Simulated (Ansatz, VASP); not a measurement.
BP: VASP beside Ansatz

```
B P
1.0
     0.00000    2.29095    2.26827
     2.26827    0.00000    2.26827
     2.26827    2.29095    0.00000
B P
1 1
Direct
  0.00000 0.00000 0.00000
  0.75000 0.75000 0.75000
```

Change from the starting cell: strain +0.0100 x Voigt [0, 1, 0, 0, 0, 0], atoms carried along.

Alike in both runs: task single point; functional r2SCAN; k mesh 10 × 10 × 10; occupations gaussian, width 0.05 eV; no spin polarisation.

|  | VASP | Ansatz |
| --- | --- | --- |
| version | VASP 6.6.1 | Ansatz 0.2.0 |
| potentials or method | VASP PAW PBE potentials, release 64 (B, P) | scalar-relativistic, plane waves, PAW |
| plane-wave cutoff (eV) | 520 | 500 |
| valence electrons in the cell | 8 | 8 |

|  | VASP | Ansatz | Ansatz less VASP |
| --- | --- | --- | --- |
| gap on the k mesh at the Fermi level (eV) | 1.38 | 1.35 | -0.030 |
| least direct gap on the mesh (eV) | 3.57 | 3.53 | -0.040 |
| pressure (GPa) | -2.2 | -1.7 | +0.50 |
| largest component of the traceless stress (GPa) | 1.93 | 1.92 | -0.009 |

Caveats: the PAW data sets were made with another functional, which shifts forces and pressure a little (VASP). A k mesh can miss the band edges.
